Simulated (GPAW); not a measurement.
Here is a GPAW 26.7.0 calculation.

File run.py:

```python
import numpy as np
from ase import Atoms
from ase.dft.bandgap import bandgap
from ase.io import write
from ase.units import GPa
from gpaw import GPAW, PW, setup_paths
from gpaw.spinorbit import soc_eigenstates

setup_paths.insert(0, '.')

atoms = Atoms(['Ga', 'Ga', 'N', 'N'],
              cell=[[3.18, 0.0, 0.0],
                    [-1.59, 2.753960784, 0.0],
                    [0.0, 0.0, 5.166]],
              scaled_positions=[[0.6666666667, 0.3333333333, 0.5],
                                [0.3333333333, 0.6666666667, 0.0],
                                [0.6666666667, 0.3333333333, 0.875],
                                [0.3333333333, 0.6666666667, 0.375]],
              pbc=True)

calc = GPAW(mode=PW(800),
            xc='PBEsol',
            kpts={'size': (10, 10, 5), 'gamma': True},
            occupations={'name': 'fermi-dirac', 'width': 0.05},
            nbands=18,
            convergence={'density': 1e-05, 'energy': 1e-05},
            maxiter=150,
            txt='gpaw.txt')
atoms.calc = calc
energy = atoms.get_potential_energy()
forces = atoms.get_forces()
stress = atoms.get_stress()
calc.write('gs.gpw')
write('result.traj', atoms)
print(f'Energy: {energy:.6f} eV')
print('Forces (eV/A):')
print(forces.round(4))
print('Stress (GPa):', (stress / GPa).round(3))
print('Fermi level:', round(calc.get_fermi_level(), 4), 'eV')
print(f'Gap: {bandgap(calc)[0]:.4f} eV, direct: {bandgap(calc, direct=True)[0]:.4f} eV')

path = atoms.cell.bandpath('GMKGALHA,LM,KH', npoints=60, eps=1e-4)
bs_calc = calc.fixed_density(kpts=path, symmetry='off', nbands=29,
                             convergence={'bands': 'CBM+6.0', 'eigenstates': 1e-6}, txt='bands.txt')
bs = bs_calc.band_structure()
bs.write('bs.json')
print(f'Gap on the path: {bandgap(bs_calc)[0]:.4f} eV')

soc = soc_eigenstates(bs_calc, theta=0, phi=0)
np.savetxt('soc_bands.dat', soc.eigenvalues(), fmt='%.4f')
mesh = soc_eigenstates('gs.gpw', theta=0, phi=0)
np.savetxt('soc_mesh.dat', mesh.eigenvalues(), fmt='%.4f')
print('Fermi level with spin-orbit coupling:', round(mesh.fermi_level, 4), 'eV')
```

Potentials or basis: PAW data sets generated in the run's folder for this functional, pw.

Run with:

```sh
$ gpaw-setup -f PBEsol Ga N
$ OMP_NUM_THREADS=1 python run.py
```

**Question.** Estimate the band gap on the k mesh.

**Answer.** 2.03 eV, direct.

**Question.** Predict the largest force.

**Answer.** 0.177 eV/Å.

Forces in eV/Å, atoms in the order of the input:
```
Ga   0.000  0.000 -0.177
Ga   0.000  0.000 -0.177
N    0.000  0.000  0.177
N    0.000  0.000  0.177
```

Caveat: spin-orbit coupling was added after a scalar SCF, so levels and gaps hold it while energy, forces, pressure and moments don't; this program's spin-orbit splittings come out too wide for heavy elements.

**Measured values to compare with.**

“Studying electronic properties in GaN without electrical contacts using γ-γ vs e−-γ Perturbed Angular Correlations”, 2019, pmc:6823545 quotes, for a bulk crystal of GaN: band gap 3.503 ± 0.005 eV (direct).

A measured gap of GaN is 3.503 eV (direct; quoted in “Studying electronic properties in GaN without electrical contacts using γ-γ vs e−-γ Perturbed Angular Correlations”, 2019, pmc:6823545); the calculated 2.03 eV misses it by -1.48 eV. The value is that of PBEsol, without temperature or zero-point motion. Semilocal functionals fall short of measured gaps as a rule.
